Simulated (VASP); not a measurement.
# CaSe: spectrum averaged over shifted meshes

CaSe, Fm-3m (no. 225), 2 atoms in the cell. PBE, BSE with a model dielectric function, averaged over shifted meshes; PAW potentials Se_GW, Ca_sv_GW (PBE set).

Shifts along each reciprocal axis: 3; k mesh of the G0W0 step: 4 × 4 × 4.

## Input

INCAR.step1:
```
SYSTEM = CaSe
  PREC = Accurate
  ENCUT = 280
  ISMEAR = 0
  SIGMA = 0.02
  EDIFF = 1E-8
  LASPH = .TRUE.
  KPAR = 4
  LWAVE = .FALSE.
  LCHARG = .FALSE.
  LEPSILON = .TRUE.
  LRPA = .TRUE.
```

INCAR.step2, as INCAR.step1 but for:
```
- LWAVE = .FALSE.
- LEPSILON = .TRUE.
- LRPA = .TRUE.
+ LWAVE = .TRUE.
```

INCAR.step3, as INCAR.step2 but for:
```
- EDIFF = 1E-8
+ EDIFF = 1E-7
+ ALGO = Exact
+ NELM = 1
+ LOPTICS = .TRUE.
+ ISTART = 1
+ NBANDS = 68
+ NEDOS = 2000
```

INCAR.step4:
```
SYSTEM = CaSe
  PREC = Accurate
  ENCUT = 280
  ISMEAR = 0
  SIGMA = 0.02
  LASPH = .TRUE.
  KPAR = 4
  LWAVE = .TRUE.
  LCHARG = .FALSE.
  ALGO = EVGW0
  NELMGW = 1
  ISTART = 1
  NBANDS = 68
  ENCUTGW = 120
  NOMEGA = 96
  OMEGAMAX = 30
  NBANDSGW = 24
  PRECFOCK = Fast
```

INCAR.step5:
```
SYSTEM = CaSe
  PREC = Accurate
  ENCUT = 280
  ISMEAR = 0
  SIGMA = 0.02
  EDIFF = 1E-7
  LASPH = .TRUE.
  KPAR = 4
  LWAVE = .TRUE.
  LCHARG = .FALSE.
  LOPTICS = .TRUE.
  LPEAD = .FALSE.
  ISYM = -1
  NBANDS = 20
```

INCAR.step6:
```
SYSTEM = CaSe
  PREC = Accurate
  ENCUT = 280
  ISMEAR = 0
  SIGMA = 0.02
  EDIFF = 1E-7
  LASPH = .TRUE.
  KPAR = 4
  LWAVE = .FALSE.
  LCHARG = .FALSE.
  ALGO = TDHF
  NBANDS = 20
  NBANDSO = 4
  NBANDSV = 4
  IBSE = 3
  LHARTREE = .TRUE.
  LADDER = .TRUE.
  LFXC = .FALSE.
  LHFCALC = .TRUE.
  LMODELHF = .TRUE.
  AEXX = 0.1912
  HFSCREEN = 1.19
  SCISSOR = 1.521
  ENCUTGW = 120
  PRECFOCK = Fast
  ANTIRES = 0
  OMEGAMAX = 25
  CSHIFT = 0.15
  NOMEGA = 1000
  ISTART = 1
  ISYM = -1
  BSEPREC = High
```

KPOINTS.step1:
```
k-points
0
Gamma
  8 8 8
```

KPOINTS.step2:
```
k-points
0
Gamma
  4 4 4
```

KPOINTS.step5:
```
Shifted mesh
0
Gamma
  6 6 6
  0.000000 0.000000 0.000000
```

KPOINTS.step7:
```
Shifted mesh
0
Gamma
  6 6 6
  0.333333 0.000000 0.000000
```

KPOINTS.step9:
```
Shifted mesh
0
Gamma
  6 6 6
  0.333333 0.333333 0.000000
```

KPOINTS.step11:
```
Shifted mesh
0
Gamma
  6 6 6
  -0.333333 0.333333 0.000000
```

POSCAR:
```
CaSe
1.0
    0.0000000000      2.9560000000      2.9560000000
    2.9560000000      0.0000000000      2.9560000000
    2.9560000000      2.9560000000      0.0000000000
Se Ca
1 1
Direct
    0.5000000000      0.5000000000      0.5000000000
    0.0000000000      0.0000000000      0.0000000000
```

Commands (each step's output is kept before the next begins):
```
cat potpaw_PBE.64/Se_GW/POTCAR potpaw_PBE.64/Ca_sv_GW/POTCAR > POTCAR
cp INCAR.step1 INCAR
cp KPOINTS.step1 KPOINTS
mpirun -np 4 vasp_std > vasp.out
rm WAVECAR CHG
cp INCAR.step2 INCAR
cp KPOINTS.step2 KPOINTS
mpirun -np 4 vasp_std > vasp.out
cp INCAR.step3 INCAR
mpirun -np 4 vasp_std > vasp.out
cp INCAR.step4 INCAR
mpirun -np 4 vasp_std > vasp.out
rm W*.tmp WAVECAR CHG WAVEDER
cp INCAR.step5 INCAR
cp KPOINTS.step5 KPOINTS
mpirun -np 4 vasp_std > vasp.out
cp INCAR.step6 INCAR
mpirun -np 4 vasp_std > vasp.out
rm WAVECAR CHG WAVEDER
cp INCAR.step5 INCAR
cp KPOINTS.step7 KPOINTS
mpirun -np 4 vasp_std > vasp.out
cp INCAR.step6 INCAR
mpirun -np 4 vasp_std > vasp.out
rm WAVECAR CHG WAVEDER
cp INCAR.step5 INCAR
cp KPOINTS.step9 KPOINTS
mpirun -np 4 vasp_std > vasp.out
cp INCAR.step6 INCAR
mpirun -np 4 vasp_std > vasp.out
rm WAVECAR CHG WAVEDER
cp INCAR.step5 INCAR
cp KPOINTS.step11 KPOINTS
mpirun -np 4 vasp_std > vasp.out
cp INCAR.step6 INCAR
mpirun -np 4 vasp_std > vasp.out
```

## Result

- ε at zero frequency, electronic: 4.33
- Mean energy of the absorption, weighted by Im ε (eV): 6.22

One row for each shifted mesh, with its weight in the average:

| Settings | Weight | ε at zero frequency | Mean energy of the absorption, weighted by Im ε (eV) | Time (s) |
|---|---|---|---|---|
| shift 0/3 0/3 0/3 | 1 | 4.44 | 6.18 | 37 |
| shift 1/3 0/3 0/3 | 8 | 4.33 | 6.20 | 35 |
| shift 1/3 1/3 0/3 | 6 | 4.33 | 6.22 | 35 |
| shift -1/3 1/3 0/3 | 12 | 4.31 | 6.23 | 32 |

Dielectric function, mean of the diagonal:

| Energy (eV) | Real part | Imaginary part |
|---|---|---|
| 0.5 | 4.35 | 0.02 |
| 1.0 | 4.43 | 0.03 |
| 1.5 | 4.58 | 0.06 |
| 2.0 | 4.82 | 0.09 |
| 2.5 | 5.19 | 0.14 |
| 3.0 | 5.78 | 0.23 |
| 3.5 | 6.83 | 0.46 |
| 4.0 | 9.28 | 1.78 |
| 4.5 | 7.89 | 6.69 |
| 5.0 | 4.32 | 8.03 |
| 5.5 | 2.82 | 7.08 |
| 6.0 | 1.75 | 7.30 |
| 6.5 | 0.22 | 7.07 |
| 7.0 | -1.08 | 6.23 |
| 7.5 | -2.21 | 5.31 |
| 8.0 | -2.99 | 4.14 |
| 8.5 | -2.98 | 2.55 |
| 9.0 | -2.75 | 1.37 |
| 9.5 | -2.20 | 0.73 |
| 10.0 | -1.51 | 0.26 |
| 10.5 | -1.01 | 0.13 |
| 11.0 | -0.67 | 0.09 |
| 11.5 | -0.43 | 0.06 |
| 12.0 | -0.24 | 0.05 |

The mean energy covers the spectrum up to 12 eV.

AEXX = 0.1912 is one over the ε of the first step (5.2), and HFSCREEN = 1.19 comes from the density of valence electrons; SCISSOR = 1.521 eV is the gap of the G0W0 step less the Kohn-Sham gap.

Limits: The scissor comes from a small G0W0 step, so absolute energies aren't converged; the pairs hold 4 valence and 4 conduction bands, and what lies beyond is missing from ε.

VASP 6.6.1 took 292 s on 4 cores (Intel Xeon Platinum 8259CL @ 2.50GHz (Skylake/Cascade Lake)), a shared host.
